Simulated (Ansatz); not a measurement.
# MgS: the cost of one run

Computed with Ansatz 0.2.0 (reference: DFT, HSE06, plane waves, PAW, unless a step's input says otherwise).

**1. The structure to begin with**

Symmetry: P6_3mc, No. 186, hexagonal system. The conventional cell has a = 4.029 Å, b = 4.029 Å, c = 6.454 Å, α = 90.00°, β = 90.00°, γ = 120.00°. Mg (site symmetry 3m) is surrounded by 4 S at 2.45 to 2.46 Å. S (site symmetry 3m) is surrounded by 4 Mg at 2.45 to 2.46 Å.

As a file:

```cif
data_structure
_symmetry_space_group_name_H-M 'P 1'
_symmetry_Int_Tables_number 1
_cell_length_a 4.0286
_cell_length_b 4.0286
_cell_length_c 6.4544
_cell_angle_alpha 90.000
_cell_angle_beta 90.000
_cell_angle_gamma 120.000
_cell_volume 90.72
loop_
_atom_site_label
_atom_site_type_symbol
_atom_site_fract_x
_atom_site_fract_y
_atom_site_fract_z
_atom_site_occupancy
Mg1 Mg 0.33333 0.66667 0.99713 1
Mg2 Mg 0.66667 0.33333 0.49713 1
S1 S 0.33333 0.66667 0.37787 1
S2 S 0.66667 0.33333 0.87787 1
```

**2. Reference**

input.yaml reads:

```yaml
crystal:
  lattice:
    - [4.028625632, 0.0, 0.0]
    - [-2.014312816, 3.4888921397, 0.0]
    - [0.0, 0.0, 6.4543927776]
  atoms:
    - { symbol: Mg, position: [0.3333333333, 0.6666666667, -0.0028727191] }
    - { symbol: Mg, position: [0.6666666667, 0.3333333333, 0.4971272809] }
    - { symbol: S, position: [0.3333333333, 0.6666666667, 0.3778727191] }
    - { symbol: S, position: [0.6666666667, 0.3333333333, 0.8778727191] }
kpoints:
  mp_grid: { grid: [6, 6, 2] }
hamiltonian:
  xc: hse06
scf:
  occupations: { method: fixed }
  n_extra_bands: 5
output:
  forces: true
  stress: true
  eigenvalues: true
```

The run is started by

```console
ansatz run input.yaml --threads 4 --pin off --max-ram 3686MiB --backend cpu --events-out ev --progress --plain --runs-dir out
```

**Question.** How long does this run take on 4 threads of Arm Neoverse N1, shared host, and how much memory does it need?

About 24 s, with a peak of 1.2 GiB.
